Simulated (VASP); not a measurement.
## Te: equilibrium volume by level of theory

```
CELL_PARAMETERS angstrom
4.45400 0.00000 0.00000
-2.22700 3.85728 0.00000
0.00000 0.00000 5.92400
ATOMIC_POSITIONS crystal
Te 0.26900 0.00000 0.33333
Te 0.00000 0.26900 0.66667
Te 0.73100 0.73100 0.00000
```

```csv
rung,level,program and potentials,cutoff (eV),k mesh,smearing,equilibrium volume (Å³/atom),notes
LDA,LDA,"VASP, LDA PAW files Te, 400 eV",400,9 × 9 × 6,gaussian 0.03,31.30,-
GGA,PBE,"VASP, PBE PAW files Te, 400 eV",400,9 × 9 × 6,gaussian 0.03,35.02,-
GGA + dispersion,PBE+D3(BJ),"VASP, PBE PAW files Te, 400 eV",400,9 × 9 × 6,gaussian 0.03,32.04,-
GGA,PBEsol,"VASP, PBE PAW files Te, 400 eV",400,9 × 9 × 6,gaussian 0.03,32.04,potentials made for PBE
non-local van der Waals functional,optB88-vdW,"VASP, PBE PAW files Te, 400 eV",400,9 × 9 × 6,gaussian 0.03,34.68,potentials made for PBE
meta-GGA + dispersion,SCAN+rVV10,"VASP, PBE PAW files Te, 400 eV",400,9 × 9 × 6,gaussian 0.03,32.76,potentials made for PBE
meta-GGA,r2SCAN,"VASP, PBE PAW files Te, 400 eV",400,9 × 9 × 6,gaussian 0.03,36.13,potentials made for PBE
```

Task: relaxation of cell and atoms. All rows: no spin polarisation. Smearing widths are in eV. Meshes are those of the run's cell of 3 atoms unless a note names another. Relaxations start from the cell shown or near it and stop with a little pressure left. Runs on faulty files, with rough fits or with known faults for this quantity aren't shown. No row holds spin-orbit coupling.

By rung: LDA 31.30; GGA 32.04 to 35.02; GGA + dispersion 32.04; non-local van der Waals functional 34.68; meta-GGA + dispersion 32.76; meta-GGA 36.13 (Å³/atom).
